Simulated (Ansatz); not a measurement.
Hf2S: changing the Hubbard U on Hf d

```cif
data_structure
_symmetry_space_group_name_H-M 'P6_3/mmc'
_symmetry_Int_Tables_number 194
_cell_length_a 3.3743
_cell_length_b 3.3743
_cell_length_c 11.7174
_cell_angle_alpha 90.000
_cell_angle_beta 90.000
_cell_angle_gamma 120.000
_cell_volume 115.54
loop_
_atom_site_label
_atom_site_type_symbol
_atom_site_symmetry_multiplicity
_atom_site_Wyckoff_symbol
_atom_site_fract_x
_atom_site_fract_y
_atom_site_fract_z
_atom_site_occupancy
Hf1 Hf 4 f 0.33333 0.66667 0.10019 1
S1 S 2 b 0.00000 0.00000 0.25000 1
```

The cell comes from a database or a generator and needn't be the stable form of this composition.

Kept alike: task projected density of states; functional PBEsol; k mesh 9 × 9 × 3; occupations fermi-dirac, width 0.05 eV; no spin polarisation. Program: Ansatz, Ansatz PAW, cutoff 420 eV. The mesh is that of the run's cell of 6 atoms. No spin-orbit coupling.

| run | pressure (GPa) |
| --- | --- |
| A | 0.72 |
| B | 8.33 |
| C | 4.84 |
| D | 3.38 |
| E | -2.81 |
| F | -0.51 |
| G | -1.68 |
| H | 2.02 |

Pressure is positive in compression, with a Pulay correction for the finite cutoff. U acts here on a shell without spin polarisation. For a metal such a mesh leaves the last digits unconverged. How U acts hangs on the program's projectors. All rows use potentials made for PBE. U is the effective U - J on orthogonalised atomic projectors. Double counting: fully localised limit (the default).

Q: The runs differ in the Hubbard U on Hf d alone: 0; 1; 2; 3; 4; 5; 6; 8 eV. Which run is which?

A: Run A is 3 eV; run B is 8 eV; run C is 6 eV; run D is 5 eV; run E is 0 eV; run F is 2 eV; run G is 1 eV; run H is 4 eV. The pressure rises from -2.81 to 8.33 GPa between 0 and 8 eV. U localises the shell and weakens its bonds, so the cell pushes outwards.

The pressure rises with U in every run, and each further eV adds slightly more than the last. In this metal-rich sulfide, sulfur doesn't take up all the hafnium valence electrons. Those that remain occupy extended 5d states that bond the metal atoms to one another, while other d states mix with S 3p. Both kinds of bonding leave the d orbitals fractionally occupied, which is what the U term penalises. Because the shell is well under half full, the correction mainly pushes d levels up and drains them, rather than localising electrons as in a compact, partly filled 3d or 4f shell. Shortening the bonds would normally increase d mixing, so the penalty probably grows on compression and acts as an outward push.

The change of sign between 2 and 3 eV means that the fixed cell is close to mechanical balance there, but it is no measure of the physical U, since a different choice of functional would also shift the balance point.
